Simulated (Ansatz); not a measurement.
A trace of molecular dynamics of a periodic cell of 49 atoms, Si17O32 (host SiO2, host structure Cmce, interstitial Si).

The calculation used DFT LDA, scalar-relativistic, plane waves, PAW in Ansatz 0.2.0. Settings: PAW set soft_1, cutoff 420 eV, k mesh 1x1x1, fermi-dirac smearing 0.02 eV, no spin polarisation.

```json
{
  "ensemble": "NVE (velocity Verlet)",
  "starting velocities drawn for": "1680 K",
  "seed": "685440"
}
```

```tsv
time (fs)	T (K)	potential energy less start (eV)	conserved less start (meV/atom)
0	1680	0.000	0.00
12	1539	0.879	0.06
24	1421	1.618	0.16
36	1614	0.420	0.26
48	1698	-0.109	0.07
60	1467	1.327	0.07
72	1407	1.692	0.02
84	1733	-0.336	-0.10
96	1674	0.037	-0.02
108	1257	2.636	0.19
120	1436	1.523	0.21
132	1646	0.218	0.10
144	1641	0.244	-0.01
156	1488	1.197	0.06
168	1450	1.431	0.08
180	1517	1.014	0.06
192	1591	0.549	-0.06
204	1569	0.689	0.06
216	1633	0.295	0.02
228	1578	0.630	-0.02
240	1469	1.316	0.13
252	1483	1.231	0.17
264	1405	1.715	0.15
276	1353	2.040	0.21
288	1427	1.580	0.26
300	1619	0.387	0.12
```

Problem. Can this run be trusted? Judge the integration.

Solution. The conserved energy stayed within 0.34 meV per atom of its start (net change 0.12 meV per atom), so the integration is sound. A run of 0.3 ps of so small a system gives no equilibrium averages. Limits of this set-up: coarse k mesh, PAW files made for another functional, a small cell, in which the defect meets its images. The time step was 1 fs.

Run time: 21 min on 2 threads of Arm Neoverse V1, with other jobs on the host, peak memory 0.73 GiB.
